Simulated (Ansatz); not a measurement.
Input and command of a plane-wave DFT calculation in Ansatz:

```yaml
crystal:
  lattice:
    - [3.8417168285, 0.0, 0.0]
    - [0.0, 3.8417168285, 0.0]
    - [0.0, 0.0, 27.2242680938]
  atoms:
    - { symbol: Si, position: [0.0, 0.5, 0.2754894998] }
    - { symbol: Si, position: [0.0, 0.0, 0.3253807221] }
    - { symbol: Si, position: [0.5, 0.0, 0.3752719443] }
    - { symbol: Si, position: [0.5, 0.5, 0.4251631666] }
    - { symbol: Si, position: [0.0, 0.5, 0.4750543889] }
    - { symbol: Si, position: [0.0, 0.0, 0.5249456111] }
    - { symbol: Si, position: [0.5, 0.0, 0.5748368334] }
    - { symbol: Si, position: [0.5, 0.5, 0.6247280557] }
    - { symbol: Si, position: [0.0, 0.5, 0.6746192779] }
    - { symbol: Si, position: [0.0, 0.0, 0.7245105002] }
basis:
  ecutwfc: 420
kpoints:
  mp_grid: { grid: [4, 4, 1] }
hamiltonian:
  xc: pbesol
scf:
  occupations: { method: gaussian, width: 0.05 }
output:
  forces: true
  stress: true
  eigenvalues: true
efield:
  axis: 3
  dipole_correction: true
  ramp_width: 0.04
```

```bash
ansatz run input.yaml --threads 1 --pin off --max-ram 2560MiB --backend cpu --events-out ev --progress --plain --runs-dir out
```

Processor: Intel(R) Xeon(R) Platinum 8175M CPU @ 2.50GHz (Skylake/Cascade Lake), 1 thread, on a host shared with other jobs.

Question: How long does it run, and how much memory does it take?

Answer: About 11 s on 1 thread of Intel(R) Xeon(R) Platinum 8175M CPU @ 2.50GHz (Skylake/Cascade Lake) (shared host), peak memory 0.52 GiB. It solves 30 bands at 9 k points (the mesh reduced by the symmetry that the task leaves, which can be less than the crystal's) with about 7883 plane waves, in 9 SCF iterations.
